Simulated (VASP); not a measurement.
# CuCl (F-43m) in VASP: electric field gradients with PBE

Aim: the electric field gradients of CuCl with PBE.

Everything below comes from runs of VASP 6.6.1. Logs are shortened: lines on timing, memory, paths and dates and some standing lists are left out, and cuts for length are marked.

## Step 1: The cell of the first run

The structure is cubic, space group F-43m (No. 216). Conventional cell: a = 5.527 Å, b = 5.527 Å, c = 5.527 Å, α = 90.00°, β = 90.00°, γ = 90.00°. Around Cu (site symmetry -43m) lie 4 Cl at 2.39 Å. Around Cl (site symmetry -43m) lie 4 Cu at 2.39 Å.

## Step 2: Electric field gradients, PBE (volume scaled by 1.06)

INCAR reads:

```
SYSTEM = CuCl
PREC = Accurate
ENCUT = 520
EDIFF = 1E-8
ISMEAR = -1
SIGMA = 0.05
LREAL = .False.
LASPH = .True.
NELM = 80
ALGO = Normal
ISIF = 2
LWAVE = .False.
LCHARG = .False.
GGA = PE
LEFG = .True.
NBANDS = 16
```

KPOINTS reads:

```
Automatic mesh
0
Gamma
  13 13 13
  0 0 0
```

POSCAR reads:

```
CuCl
1.0
    0.0000000000      2.7632527100      2.7632527100
    2.7632527100      0.0000000000      2.7632527100
    2.7632527100      2.7632527100      0.0000000000
Cu Cl
1 1
Direct
    0.0000000000      0.0000000000      0.0000000000
    0.7500000000      0.7500000000      0.7500000000
```

Potentials or basis: VASP PAW PBE potentials, release 64 (Cu, Cl).

The run is started by

```
> cat potpaw_PBE.64/Cu/POTCAR potpaw_PBE.64/Cl/POTCAR > POTCAR
> mpirun -np 1 vasp_std > vasp.out
```

OUTCAR:

```text
SYSTEM = CuCl
   PREC = Accurate
   ENCUT = 520
   EDIFF = 1E-8
   ISMEAR = -1
   LREAL = .False.
   LASPH = .True.
   NELM = 80
   ISIF = 2
   GGA = PE

 ion  position               nearest neighbor table
   1  0.000  0.000  0.000-   2 2.39   2 2.39   2 2.39   2 2.39
   2  0.750  0.750  0.750-   1 2.39   1 2.39   1 2.39   1 2.39

  LATTYP: Found a face centered cubic cell.
 ALAT       =     5.5265054200

  Lattice vectors:

 A1 = (   0.0000000000,   2.7632527100,   2.7632527100)
 A2 = (   2.7632527100,   0.0000000000,   2.7632527100)
 A3 = (   2.7632527100,   2.7632527100,   0.0000000000)

Analysis of symmetry for initial positions (statically):
=====================================================================
 Subroutine PRICEL returns:
 Original cell was already a primitive cell.

 Routine SETGRP: Setting up the symmetry group for a
 face centered cubic supercell.

 Subroutine GETGRP returns: Found 24 space group operations
 (whereof 24 operations were pure point group operations)
 out of a pool of 48 trial point group operations.

The static configuration has the point symmetry T_d .

Analysis of symmetry for dynamics (positions and initial velocities):
=====================================================================
 Subroutine PRICEL returns:
 Original cell was already a primitive cell.

 Routine SETGRP: Setting up the symmetry group for a
 face centered cubic supercell.

 Subroutine GETGRP returns: Found 24 space group operations
 (whereof 24 operations were pure point group operations)
 out of a pool of 48 trial point group operations.

The dynamic configuration has the point symmetry T_d .

 Subroutine INISYM returns: Found 24 space group operations
 (whereof 24 operations are pure point group operations),
 and found     1 'primitive' translations

----------------------------------------------------------------------------------------

                                     Primitive cell

  volume of cell :      42.1980

  direct lattice vectors                    reciprocal lattice vectors
     0.000000000  2.763252710  2.763252710    -0.180946172  0.180946172  0.180946172
     2.763252710  0.000000000  2.763252710     0.180946172 -0.180946172  0.180946172
     2.763252710  2.763252710  0.000000000     0.180946172  0.180946172 -0.180946172

  length of vectors
     3.907829459  3.907829459  3.907829459     0.313407963  0.313407963  0.313407963

  position of ions in fractional coordinates (direct lattice)
     0.000000000  0.000000000  0.000000000
     0.750000000  0.750000000  0.750000000

  ion indices of the primitive-cell ions
   primitive index   ion index
                 1           1
                 2           2

----------------------------------------------------------------------------------------

 KPOINTS: Automatic mesh

Automatic generation of k-mesh.
 Grid dimensions read from file:
 generate k-points for:   13   13   13

 Generating k-lattice:

  Cartesian coordinates                     Fractional coordinates (reciprocal lattice)
    -0.013918936  0.013918936  0.013918936     0.076923077  0.000000000  0.000000000
     0.013918936 -0.013918936  0.013918936     0.000000000  0.076923077  0.000000000
     0.013918936  0.013918936 -0.013918936     0.000000000  0.000000000  0.076923077

  Length of vectors
     0.024108305  0.024108305  0.024108305

  Shift w.r.t. Gamma in fractional coordinates (k-lattice)
     0.000000000  0.000000000  0.000000000

 Subroutine IBZKPT returns following result:
 ===========================================

 Found     84 irreducible k-points:

 Following reciprocal coordinates:
            Coordinates               Weight
  0.000000  0.000000  0.000000      1.000000
  0.076923  0.000000  0.000000      8.000000
  0.153846  0.000000  0.000000      8.000000
  0.230769  0.000000  0.000000      8.000000
  0.307692  0.000000  0.000000      8.000000
  0.384615  0.000000  0.000000      8.000000
[... 16 lines left out ...]
  0.384615  0.153846  0.000000     24.000000
  0.461538  0.153846  0.000000     24.000000
 [... further k-points ...]
   k-points           NKPTS =     84   k-points in BZ     NKDIM =     84   number of bands    NBANDS=     16
   number of dos      NEDOS =    301   number of ions     NIONS =      2
   total plane-waves  NPLWV =  27000
   dimension x,y,z NGX =    30 NGY =   30 NGZ =   30
   dimension x,y,z NGXF=    60 NGYF=   60 NGZF=   60
   ions per type =               1   1
   NGX,Y,Z   is equivalent  to a cutoff of  12.76, 12.76, 12.76 a.u.
   NGXF,Y,Z  is equivalent  to a cutoff of  25.53, 25.53, 25.53 a.u.
 SYSTEM =  CuCl
   PREC   = accura    normal or accurate (medium, high low for compatibility)
   ISTART =      0    job   : 0-new  1-cont  2-samecut
   ICHARG =      2    charge: 1-file 2-atom 10-const
   ISPIN  =      1    spin polarized calculation?
   LNONCOLLINEAR =      F non collinear calculations
   LSORBIT =      F    spin-orbit coupling
   LASPH  =      T    aspherical Exc in radial PAW
   ENCUT  =  520.0 eV  38.22 Ry    6.18 a.u.   7.27  7.27  7.27*2*pi/ulx,y,z
   NELM   =     80;   NELMIN=  2; NELMDL= -5     # of ELM steps
   EDIFF  = 0.1E-07   stopping-criterion for ELM
   LREAL  =      F    real-space projection
   EDIFFG = 0.1E-06   stopping-criterion for IOM
   NSW    =      0    number of steps for IOM
   IBRION =     -1    ionic relax: 0-MD 1-quasi-New 2-CG
   NFREE  =      0    steps in history (QN), initial steepest desc. (CG)
   ISIF   =      2    stress and relaxation
   ISYM   =      2    0-nonsym 1-usesym 2-fastsym
   POTIM  = 0.5000    time-step for ionic-motion
   TEBEG  =    0.0;   TEEND  =   0.0 temperature during run
   PSTRESS=    0.0 pullay stress
   NELECT =      18.0000    total number of electrons
   NUPDOWN=      -1.0000    fix difference up-down
   EMIN   =  10.00;   EMAX   =-10.00  energy-range for DOS
   EFERMI =   0.00;   METHOD = LEGACY
   ISMEAR =    -1;   SIGMA  =   0.05  broadening in eV -4-tet -1-fermi 0-gaus
   EFERMI_NEDOS =   21; number of points for ismear=-14 and -15
   IALGO  =     38    algorithm
   IMIX   =      4    mixing-type and parameters
     AMIX     =   0.40;   BMIX     =  1.00
     AMIX_MAG =   1.60;   BMIX_MAG =  1.00
  volume/ion in A,a.u.               =      21.10       142.38
  Fermi-wavevector in a.u.,A,eV,Ry     =   1.232353  2.328809 20.663079  1.518693
  Thomas-Fermi vector in A             =   2.367126
   LORBIT       =      0    0 simple, 1 ext, 2 COOP (PROOUT), +10 PAW based schemes
   GGA     = PE    functional components
   LHFCALC =     F    Hartree Fock is set to
   AEXX    =    0.0000 exact exchange contribution
   IVDW    =     0    specifies the selected vdW correction
   LEPSILON=     F    determine dielectric tensor
   LRPA    =     F    only Hartree local field effects (RPA)
 non-spin polarized calculation
  energy-cutoff  :      520.00
  volume of cell :       42.20
 maximum number of plane-waves:      1154
 NGX is ok and might be reduce to    30

 number of electron      17.9999988 magnetization

 Free energy of the ion-electron system (eV)
  ---------------------------------------------------
  ext. energy  EPLUGINS =         0.00000000
  ---------------------------------------------------
  free energy    TOTEN  =        -6.32691050 eV

  energy without entropy =       -6.32686662  energy(sigma->0) =       -6.32688856

 E-fermi :   3.6045     XC(G=0):  -9.1048

 val. band max:        3.2920290269   @ k =   0.0000   0.0000   0.0000
 cond. band min:       3.7298707080   @ k =   0.0000   0.0000   0.0000
 fundamental gap:      0.4378416811
 Fermi energy:         3.6044866712

 k-point     1 :       0.0000    0.0000    0.0000
  band No.  band energies     occupation
      1     -13.4277      2.00000
      2      -1.3760      2.00000
      3      -1.3760      2.00000
      4      -1.3760      2.00000
      5       2.0035      2.00000
      6       2.0035      2.00000
[... 8 lines left out ...]
     15      14.9072      0.00000
     16      15.5813      0.00000
[... 419 lines left out ...]
 k-point    24 :       0.4615    0.1538    0.0000
  band No.  band energies     occupation
      1     -13.0428      2.00000
      2      -2.7700      2.00000
      3      -1.5849      2.00000
      4      -1.4144      2.00000
      5       1.9599      2.00000
      6       2.0844      2.00000
[... 8 lines left out ...]
     15      16.2626      0.00000
     16      16.5712      0.00000

 [... further k-points ...]

------------------------ aborting loop because EDIFF is reached ----------------------------------------

  FORCE on cell =-STRESS in cart. coord.  units (eV):
  Direction    XX          YY          ZZ          XY          YZ          ZX
  --------------------------------------------------------------------------------------
  -------------------------------------------------------------------------------------
  Total       -0.6079396     -0.6079396     -0.6079396      0.0000000      0.0000000      0.0000000
  in kB      -23.0823072    -23.0823072    -23.0823072      0.0000000      0.0000000      0.0000000
  external PRESSURE =     -23.0823072 kB  Pullay stress =       0.0000000 kB

 VOLUME and BASIS-vectors are now :
 -----------------------------------------------------------------------------
  energy-cutoff  :      520.00
  volume of cell :       42.20
      direct lattice vectors                 reciprocal lattice vectors
     0.000000000  2.763252710  2.763252710    -0.180946172  0.180946172  0.180946172
     2.763252710  0.000000000  2.763252710     0.180946172 -0.180946172  0.180946172
     2.763252710  2.763252710  0.000000000     0.180946172  0.180946172 -0.180946172

 POSITION                                       TOTAL-FORCE (eV/Angst)
 -----------------------------------------------------------------------------------
      0.00000      0.00000      0.00000        -0.000000     -0.000000     -0.000000
      4.14488      4.14488      4.14488         0.000000      0.000000      0.000000
 -----------------------------------------------------------------------------------
    total drift:                                0.000002      0.000002      0.000001

  FREE ENERGIE OF THE ION-ELECTRON SYSTEM (eV)
  ---------------------------------------------------
  free  energy   TOTEN  =        -6.3269105019 eV

  energy  without entropy=       -6.3268666247  energy(sigma->0) =       -6.32688856

 Electric field gradients (V/A^2)
---------------------------------------------------------------------
 ion       V_xx      V_yy      V_zz      V_xy      V_xz      V_yz
---------------------------------------------------------------------
   1      -0.000     0.000     0.000     0.004     0.004     0.004
   2      -0.000    -0.000     0.000    -0.000    -0.000    -0.000
---------------------------------------------------------------------

 Electric field gradients after diagonalization (V/A^2)
 (convention: |V_zz| > |V_xx| > |V_yy|)
----------------------------------------------------------------------
 ion       V_xx      V_yy      V_zz     asymmetry (V_yy - V_xx)/ V_zz
----------------------------------------------------------------------
   1      -0.004    -0.004     0.008       0.000
   2       0.000     0.000    -0.001       0.000
----------------------------------------------------------------------

           NMR quadrupolar parameters

 Cq : quadrupolar parameter    Cq=e*Q*V_zz/h
 eta: asymmetry parameters     (V_yy - V_xx)/ V_zz
 Q  : nuclear electric quadrupole moment in mb (millibarn)
----------------------------------------------------------------------
 ion       Cq(MHz)       eta       Q (mb)
----------------------------------------------------------------------
   1       0.000       0.000       1.000
   2      -0.000       0.000       1.000
----------------------------------------------------------------------
```

Run time: 67 s. Hardware: 1 thread of Intel Xeon Platinum 8488C (Sapphire Rapids), shared host; peak memory 0.19 GiB.

Results:

- Free energy: -6.3269 eV
- Pressure: -2.3 GPa
- Band gap on the k mesh: 0.44 eV, direct

Levels at points of the mesh, in eV from the valence-band top:
```
           k point  band 5  band 6  band 7  band 8  band 9  band 10  band 11  band 12  band 13  band 14
(0.00, 0.00, 0.00)   -1.29   -1.29    0.00    0.00    0.00     0.44     6.75     6.75     6.75    11.62
```

Electric field gradients, principal values (V/Å²):
```
atom     Vxx     Vyy     Vzz
1 Cu  -0.004  -0.004   0.008
2 Cl   0.000   0.000  -0.001
```

Caveat: an odd mesh through Γ misses points on the zone boundary, where band edges often lie.
